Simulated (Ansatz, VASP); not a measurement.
One calculation of Si, two programs

File INCAR:

```
ALGO = Fast
EDIFF = 1E-6
EDIFFG = -0.005
ENCUT = 600
GGA = PE
IBRION = 2
ISIF = 3
ISMEAR = 0
LASPH = T
LCHARG = F
LREAL = F
LWAVE = F
NELM = 100
NSW = 100
PREC = Accurate
SIGMA = 0.02
```

Contents of KPOINTS:

```
k-points
0
Gamma
  8 8 8
```

File POSCAR:

```
Si
1.0
    0.0000000000      2.7218511865      2.7218511865
    2.7218511865      0.0000000000      2.7218511865
    2.7218511865      2.7218511865      0.0000000000
Si
2
Direct
    0.2500000000      0.2500000000      0.2500000000
    0.0000000000      0.0000000000      0.0000000000
```

Input for Ansatz:

```yaml
crystal:
  lattice:
    - [0.0, 2.7218511865, 2.7218511865]
    - [2.7218511865, 0.0, 2.7218511865]
    - [2.7218511865, 2.7218511865, 0.0]
  atoms:
    - { symbol: Si, position: [0.25, 0.25, 0.25] }
    - { symbol: Si, position: [0.0, 0.0, 0.0] }
basis:
  ecutwfc: 420
kpoints:
  mp_grid: { grid: [8, 8, 8] }
hamiltonian:
  xc: pbe
scf:
  occupations: { method: gaussian, width: 0.02 }
output:
  forces: true
  stress: true
  eigenvalues: true
relax:
  adjacent_minimum: "off"
  f_tol: 0.005
  max_steps: 80
  cell: { stress_tol: 0.05 }
```

Alike in both runs: task relaxation of cell and atoms; functional PBE; k mesh 8 × 8 × 8; occupations gaussian, width 0.02 eV; no spin polarisation.

|  | VASP | Ansatz |
| --- | --- | --- |
| version | VASP 6.6.1 | Ansatz 0.2.0 |
| potentials or method | VASP PAW PBE potentials, release 64 (Si) | scalar-relativistic, plane waves, PAW |
| plane-wave cutoff (eV) | 600 | 420 |
| valence electrons in the cell | 8 | 8 |

```tsv
	VASP	Ansatz	Ansatz less VASP
gap on the k mesh at the Fermi level, each at its own relaxed structure (eV)	0.65	0.65	-0.002
relaxed volume (Å³/atom)	20.44	20.46	+0.015
relaxed cell length with the largest relative difference (Å)	3.867	3.868	+0.0010
energy change over the relaxation (meV/atom)	-1	-1	-0.1
```

A k mesh can miss the band edges. Expect the measured gap to be larger: semilocal functionals such as PBE lack the derivative discontinuity.
